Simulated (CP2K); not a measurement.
## FeO (Wuestite) under changes of volume

One of the cells (10.013 Å³/atom); the others are scaled copies at fixed shape and fractional positions:

```
Fe O
1.0
     3.04820    0.00000    0.00000
     1.52410    2.63982    0.00000
     1.52410    0.87994    2.48884
Fe O
1 1
Cartesian
  0.0000 0.0000 0.0000
  3.0482 1.7599 1.2444
```

| Item | Value |
| --- | --- |
| Program | CP2K 2026.2 |
| Functional | LDA |
| Potentials or basis | GTH_POTENTIALS Fe GTH-PADE-q16, O GTH-PADE-q6; DZVP-MOLOPT-PBE-GTH basis |
| Density cutoff | 8163 eV |
| k mesh | 11 × 11 × 11 |
| Occupations | fermi-dirac, width 0.1 eV |
| Spin | collinear spin, ferromagnetic start |
| Starting moments | [3.0, 0.0] μB |

```tsv
volume (Å³/atom)	energy over the lowest point (meV/atom)	pressure (GPa)
9.413	0.00	-3.6
9.613	7.42	-7.9
9.813	19.98	-11.7
10.013	37.09	-15.1
10.214	58.23	-18.1
10.414	?	?
10.614	110.83	-23.1
```

Task: What does the run at 10.414 Å³/atom give?

Result: Energy over the lowest point 82.95 meV/atom; pressure -20.7 GPa.

Worked out: A Birch-Murnaghan fit of order 3 (a polynomial in V^(-2/3)) to the other rows has its minimum at 9.26 Å³/atom, just outside them, with B0 = V·E''(V) = 233 GPa and B' = 4.4. It gives 82.95 meV/atom at 10.414 Å³/atom, against the run's 82.95, and -dE/dV = -21.1 GPa, against -20.7.

Energies are extrapolated to zero smearing.

Caveats: the basis of atomic orbitals isn't converged, which shifts pressures, moduli and gaps; the total moment is fixed, so each spin has its own Fermi level; a cell with one magnetic atom can't hold antiferromagnetic order, which such compounds often take.
